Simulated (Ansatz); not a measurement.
# Al2Pt (Fm-3m) in Ansatz: a series of runs

Runs on Al2Pt. Level: LDA. Tasks: single point, equation of state.

Everything below comes from runs of Ansatz 0.2.0. Logs are shortened: lines on timing, memory, paths and dates and some standing lists are left out, and cuts for length are marked.

## 1. The crystal as given

The structure is cubic, space group Fm-3m (No. 225). The conventional cell has a = 5.910 Å, b = 5.910 Å, c = 5.910 Å, α = 90.00°, β = 90.00°, γ = 90.00°. Pt (site symmetry m-3m) has 8 Al at 2.56 Å as nearest neighbours. Al (site symmetry -43m) has 4 Pt at 2.56 Å as nearest neighbours.

## 2. Single point, LDA, 16.17 Å³/atom (volume scaled by 0.94)

Contents of input.yaml:

```yaml
crystal:
  lattice:
    - [0.0, 2.8946769513, 2.8946769513]
    - [2.8946769513, 0.0, 2.8946769513]
    - [2.8946769513, 2.8946769513, 0.0]
  atoms:
    - { symbol: Pt, position: [0.0, 0.0, 0.0] }
    - { symbol: Al, position: [0.75, 0.75, 0.75] }
    - { symbol: Al, position: [0.25, 0.25, 0.25] }
hamiltonian:
  xc: lda
  pseudopotentials: { kind: paw }
kpoints:
  mp_grid: { grid: [8, 8, 8] }
scf:
  occupations: { method: fermi_dirac, width: 0.05 }
output:
  forces: true
  stress: true
  eigenvalues: true
```

Potentials or basis: Ansatz PAW.

The run is started by

```bash
> ansatz run input.yaml --threads 2 --pin off --max-ram 5632MiB --backend cpu --events-out ev --progress --plain --runs-dir out
```

Log:

```text
Warning: RAYON_NUM_THREADS=2 ignored (pool sized by the plan → 2); use --threads N
Engine: ansatz 0.2.0, aarch64-unknown-linux-gnu
Pseudopotentials: kind: paw
Pseudopotential: Pt, paw, valence charge 18, recommended cutoff 420 eV (normal), Pt.paw.azcp
Pseudopotential: Al, paw, valence charge 3, recommended cutoff 420 eV (normal), Al.paw.azcp
Functional definition: SPW92
  exchange = slater_x
  correlation = pw_c
Crystal: 3 atoms, lattice volume = 48.510 Å³
Basis set: ecut = 420 eV, 941 PW (Γ)
Bands: 16, of which v1, the nominal top of the filled ones, is band 12 counted from 1 (11 counted from 0)
Symmetry: 48 space group operations
Space group: Fm-3m (ITA 225), of the structure as read, at distance tolerance 3.6e-5 Å
k-points: 29 of 512
Non-local potential: Pt, projectors of the file, l = 0: 3, l = 1: 2, l = 2: 2, l = 3: 1
Non-local potential: Al, projectors of the file, l = 0: 2, l = 1: 2, l = 2: 1
PAW form: soft (Blöchl's): semilocal exchange-correlation on the pseudo side does not see the compensation charge
PAW frozen core: Pt, regenerated for the run's functional, and the local potential with it (the file was generated under x = pbe(κ = 0.804, μ = 0.2195149727645171), c = pbe(β = 0.06672455060314922))
PAW frozen core: Al, regenerated for the run's functional, and the local potential with it (the file was generated under x = pbe(κ = 0.804, μ = 0.2195149727645171), c = pbe(β = 0.06672455060314922))
PAW one-centre angular grid: Pt, 590 points (default); XC on 64 Gauss nodes
PAW one-centre angular grid: Al, 110 points (default); XC on 64 Gauss nodes
Initial density: superposition of atomic densities (neutral atoms: chi_scale 0, normalization atom), corrected by the library's trained network
Initial wavefunctions: pseudopotential atomic-orbital guess
Functional: x = slater, c = lda
SCF iter   1: F=—  HF=-13273.437654 eV  |F-HF|=—  |Δ(HF+E_count)|=         —  Δρ=3.25e-3  dr2=4.13e-3  ethr=1.77e-3  ⟨swp⟩=6.0  Hψ=2489  notcnv=0
preconditioner: auto → Kerker (q_TF=auto, 2.426 Å⁻¹)  [metal: Δε(μ)=0.084 eV  Ē_g=8.729 eV  σ=0.050 eV  W_gap=0.39  n_scr=14 (ndim 8)  ℏωp=21.3 eV  f_vac=0.000  D(μ)=1.44/eV (n_scr^D=14)]
SCF iter   2: F=—  HF=-13273.437071 eV  |F-HF|=—  |Δ(HF+E_count)|=   5.83e-4  Δρ=1.91e-3  dr2=1.52e-3  ethr=1.72e-5  ⟨swp⟩=1.7  Hψ=743  notcnv=0
SCF iter   3: F=—  HF=-13273.436546 eV  |F-HF|=—  |Δ(HF+E_count)|=   5.25e-4  Δρ=4.19e-4  dr2=1.29e-4  ethr=6.35e-6  ⟨swp⟩=2.2  Hψ=709  notcnv=0
SCF iter   4: F=—  HF=-13273.436490 eV  |F-HF|=—  |Δ(HF+E_count)|=   5.60e-5  Δρ=1.44e-4  dr2=1.45e-5  ethr=5.36e-7  ⟨swp⟩=2.4  Hψ=657  notcnv=0
SCF iter   5: F=—  HF=-13273.436484 eV  |F-HF|=—  |Δ(HF+E_count)|=   6.43e-6  Δρ=3.89e-5  dr2=8.55e-7  ethr=6.04e-8  ⟨swp⟩=2.3  Hψ=667  notcnv=0
SCF iter   6: F=—  HF=-13273.436484 eV  |F-HF|=—  |Δ(HF+E_count)|=   5.25e-8  Δρ=1.25e-5  dr2=1.34e-7  ethr=3.56e-9  ⟨swp⟩=2.3  Hψ=690  notcnv=0
SCF iter   7: F=-13273.436484 eV  HF=-13273.436484 eV  |F-HF|=7.46e-11  |Δ(HF+E_count)|=   1.23e-8  Δρ=2.06e-6  dr2=1.16e-9  ethr=4.17e-10  ⟨swp⟩=4.7  Hψ=1621  notcnv=0
SCF 1 converged in 7 iterations: F = -13273.436484 eV  dr2 = 1.16e-9
SCF converged after 7 iterations
Free energy (F): -13273.436484 eV
Harris-Foulkes:  -13273.436484 eV  (|F-HF|=7.46e-11)
Internal energy: -13273.424566 eV  (E = F + TS)
E sigma→0 (E₀):  -13273.430525 eV
Entropy (-TS):   -0.011918 eV (-3.973 meV/atom)
Fermi energy:    12.073374 eV
--- Per-component energies (eV) ---
  E_band       = -299.960479
  E_kinetic    = 692.117225
  E_local      = -2642.290512  (includes V_loc(G=0)·N_el)
  E_nonlocal   = 226.478301
  E_hartree    = 1047.418208
  E_xc         = -342.963801
  E_vxc        = -366.361464  (∫ρ·V_xc dr)
  E_paw        = -10064.903270  (= ΣΔE_a)
  E_vpaw       = -304.741403  (= ΣTr[D̂ρ^β])
  E_aug_tail   = 0.000163  (compensation charges beyond the density's cutoff)
  E_ewald      = -2189.856184
  E_core_change = 0.575303  (= ΣΔE_core)
  E_smearing   = -0.011918  (= −TS)
  E_closure    = -0.000000  (closes the sum)
  Σ components = -13273.436484   (vs F -13273.436484, Δ=0.00e0)
--- Forces (eV/Å), atoms counted from 1 ---
  atom   1  Pt    -0.00000000    -0.00000000     0.00000000
  atom   2  Al     0.00000000     0.00000000     0.00000000
  atom   3  Al     0.00000000    -0.00000000    -0.00000000
  max |Σ_I F_I| component: 3.70e-17 eV/Å
--- Stress (GPa, compression-positive) ---
        5.166037      -0.000000      -0.000000
       -0.000000       5.166037       0.000000
        0.000000      -0.000000       5.166037
  P = ⅓ Tr σ = 5.1660 GPa (51.660 kbar)
--- Band table (eV; the first three rows and the last of 29) ---
  k-point 0: bands = ["-87.0464", "-41.2019", "-41.2019", "-41.2019", "1.4305", "6.6973", "6.6973", "6.6973", "8.1254", "8.1254", "15.3997", "15.9524", "15.9524", "15.9524", "17.8632", "17.8632"]
  k-point 1: bands = ["-87.0464", "-41.2024", "-41.2020", "-41.2020", "1.6557", "6.5758", "6.7716", "6.7716", "8.1012", "8.1012", "13.8083", "15.4483", "15.4483", "15.7027", "18.1612", "18.2439"]
  k-point 2: bands = ["-87.0464", "-41.2036", "-41.2022", "-41.2022", "2.3025", "6.2925", "6.9258", "6.9258", "8.1086", "8.1086", "11.1709", "14.4481", "14.4481", "16.1017", "17.7653", "17.8040"]
  k-point 28: bands = ["-87.0464", "-41.2043", "-41.2043", "-41.2031", "5.7922", "5.7922", "6.4275", "6.6406", "8.0521", "8.6196", "9.1785", "9.1785", "11.1808", "17.5484", "17.5484", "18.3592"]
```

Run time: 1.6 s. Hardware: 2 threads of Arm Neoverse N1, shared host; peak memory 0.29 GiB.

Results:

| Property | Result |
| --- | --- |
| Free energy | -13273.4365 eV |
| Pressure | 5.2 GPa |
| Band gap on the k mesh | none (metal or under the smearing width) |

Caveat: the PAW data sets come from PBE, with cores solved anew for the run's functional, which leaves a small shift of forces and pressure.

## 3. Single point, LDA, 16.51 Å³/atom (volume scaled by 0.96)

input.yaml, as its differences from that of step 2:

```diff
@@ -2,5 +2,5 @@
   lattice:
-    - [0.0, 2.8946769513, 2.8946769513]
-    - [2.8946769513, 0.0, 2.8946769513]
-    - [2.8946769513, 2.8946769513, 0.0]
+    - [0.0, 2.9150626719, 2.9150626719]
+    - [2.9150626719, 0.0, 2.9150626719]
+    - [2.9150626719, 2.9150626719, 0.0]
   atoms:
@@ -20 +20,5 @@
   eigenvalues: true
+  write_density: true
+  write_potential: true
+  elf: true
+  volumetric_format: npy
```

Potentials or basis: Ansatz PAW.

The run is started by

```bash
> ansatz run input.yaml --threads 2 --pin off --max-ram 5632MiB --backend cpu --events-out ev --progress --plain --runs-dir out
```

Run time: 2.1 s. Hardware: 2 threads of Arm Neoverse N1, shared host; peak memory 0.29 GiB.

It converged, with:

```
Free energy            : -13273.4587 eV
Pressure               : 1.8 GPa
Band gap on the k mesh : none (metal or under the smearing width)
```

Caveat: the PAW data sets come from PBE, with cores solved anew for the run's functional, which leaves a small shift of forces and pressure.

## 4. Single point, LDA, 16.86 Å³/atom (volume scaled by 0.98)

input.yaml, as its differences from that of step 3:

```diff
@@ -2,5 +2,5 @@
   lattice:
-    - [0.0, 2.9150626719, 2.9150626719]
-    - [2.9150626719, 0.0, 2.9150626719]
-    - [2.9150626719, 2.9150626719, 0.0]
+    - [0.0, 2.9351671877, 2.9351671877]
+    - [2.9351671877, 0.0, 2.9351671877]
+    - [2.9351671877, 2.9351671877, 0.0]
   atoms:
@@ -20,5 +20 @@
   eigenvalues: true
-  write_density: true
-  write_potential: true
-  elf: true
-  volumetric_format: npy
```

The run is started by

```bash
> ansatz run input.yaml --threads 2 --pin off --max-ram 5632MiB --backend cpu --events-out ev --progress --plain --runs-dir out
```

Wall time 1.8 s (2 threads of Arm Neoverse N1, shared host); peak memory 0.29 GiB.

It converged, with:

| Item | Value |
| --- | --- |
| Free energy | -13273.4604 eV |
| Pressure | -1.2 GPa |
| Band gap on the k mesh | none (metal or under the smearing width) |

Caveat: the PAW data sets come from PBE, with cores solved anew for the run's functional, which leaves a small shift of forces and pressure.

## 5. Single point, LDA, 17.20 Å³/atom

input.yaml, as its differences from that of step 4:

```diff
@@ -2,5 +2,5 @@
   lattice:
-    - [0.0, 2.9351671877, 2.9351671877]
-    - [2.9351671877, 0.0, 2.9351671877]
-    - [2.9351671877, 2.9351671877, 0.0]
+    - [0.0, 2.955, 2.955]
+    - [2.955, 0.0, 2.955]
+    - [2.955, 2.955, 0.0]
   atoms:
```

The run is started by

```bash
> ansatz run input.yaml --threads 2 --pin off --max-ram 5632MiB --backend cpu --events-out ev --progress --plain --runs-dir out
```

Run time: 1.6 s. Hardware: 2 threads of Arm Neoverse N1, shared host; peak memory 0.29 GiB.

Results (log left out):

* Free energy: -13273.4435 eV
* Pressure: -3.9 GPa
* Band gap on the k mesh: none (metal or under the smearing width)

Caveat: the PAW data sets come from PBE, with cores solved anew for the run's functional, which leaves a small shift of forces and pressure.

## 6. Single point, LDA, 17.55 Å³/atom (volume scaled by 1.02)

input.yaml, as its differences from that of step 5:

```diff
@@ -2,5 +2,5 @@
   lattice:
-    - [0.0, 2.955, 2.955]
-    - [2.955, 0.0, 2.955]
-    - [2.955, 2.955, 0.0]
+    - [0.0, 2.9745701068, 2.9745701068]
+    - [2.9745701068, 0.0, 2.9745701068]
+    - [2.9745701068, 2.9745701068, 0.0]
   atoms:
@@ -20 +20,5 @@
   eigenvalues: true
+  write_density: true
+  write_potential: true
+  elf: true
+  volumetric_format: npy
```

Potentials or basis: Ansatz PAW.

The run is started by

```bash
> ansatz run input.yaml --threads 2 --pin off --max-ram 5632MiB --backend cpu --events-out ev --progress --plain --runs-dir out
```

Wall time 2.1 s (2 threads of Arm Neoverse N1, shared host); peak memory 0.3 GiB.

The run converged. Its results:

```
Free energy            : -13273.4104 eV
Pressure               : -6.3 GPa
Band gap on the k mesh : none (metal or under the smearing width)
```

Caveat: the PAW data sets come from PBE, with cores solved anew for the run's functional, which leaves a small shift of forces and pressure.

## 7. Single point, LDA, 17.89 Å³/atom (volume scaled by 1.04)

input.yaml, as its differences from that of step 6:

```diff
@@ -2,5 +2,5 @@
   lattice:
-    - [0.0, 2.9745701068, 2.9745701068]
-    - [2.9745701068, 0.0, 2.9745701068]
-    - [2.9745701068, 2.9745701068, 0.0]
+    - [0.0, 2.9938860383, 2.9938860383]
+    - [2.9938860383, 0.0, 2.9938860383]
+    - [2.9938860383, 2.9938860383, 0.0]
   atoms:
@@ -20,5 +20 @@
   eigenvalues: true
-  write_density: true
-  write_potential: true
-  elf: true
-  volumetric_format: npy
```

The run is started by

```bash
> ansatz run input.yaml --threads 2 --pin off --max-ram 5632MiB --backend cpu --events-out ev --progress --plain --runs-dir out
```

Run time: 1.6 s. Hardware: 2 threads of Arm Neoverse N1, shared host; peak memory 0.29 GiB.

The run converged. Its results:

```yaml
Free_energy: -13273.3625 eV
Pressure: -8.5 GPa
Band_gap_on_the_k_mesh: none (metal or under the smearing width)
```

Caveat: the PAW data sets come from PBE, with cores solved anew for the run's functional, which leaves a small shift of forces and pressure.

## 8. Single point, LDA, 18.23 Å³/atom (volume scaled by 1.06)

input.yaml, as its differences from that of step 7:

```diff
@@ -2,5 +2,5 @@
   lattice:
-    - [0.0, 2.9938860383, 2.9938860383]
-    - [2.9938860383, 0.0, 2.9938860383]
-    - [2.9938860383, 2.9938860383, 0.0]
+    - [0.0, 3.0129558903, 3.0129558903]
+    - [3.0129558903, 0.0, 3.0129558903]
+    - [3.0129558903, 3.0129558903, 0.0]
   atoms:
```

The run is started by

```bash
> ansatz run input.yaml --threads 2 --pin off --max-ram 5632MiB --backend cpu --events-out ev --progress --plain --runs-dir out
```

It took 1.7 s on 2 threads of Arm Neoverse N1, shared host; peak memory 0.29 GiB.

Results (log left out):

| Quantity | Value |
| --- | --- |
| Free energy | -13273.3014 eV |
| Pressure | -10.4 GPa |
| Band gap on the k mesh | none (metal or under the smearing width) |

Caveat: the PAW data sets come from PBE, with cores solved anew for the run's functional, which leaves a small shift of forces and pressure.

## 9. Equation of state, LDA

Potentials or basis: Ansatz PAW.

No new run: the results of the series are fitted here.

Results:

- Equilibrium volume: 16.71 Å³/atom
- Bulk modulus: 145 GPa
- Pressure derivative of the bulk modulus: 4.5

Energy against volume, from the lowest point:
| volume (Å³/atom) | energy (meV/atom) |
| --- | --- |
| 16.170 | 7.96 |
| 16.514 | 0.55 |
| 16.858 | 0.00 |
| 17.202 | 5.60 |
| 17.546 | 16.66 |
| 17.890 | 32.63 |
| 18.234 | 52.97 |

The run has no spin-orbit coupling, so splittings on Pt are missing. LDA usually gives volumes a few per cent too small.
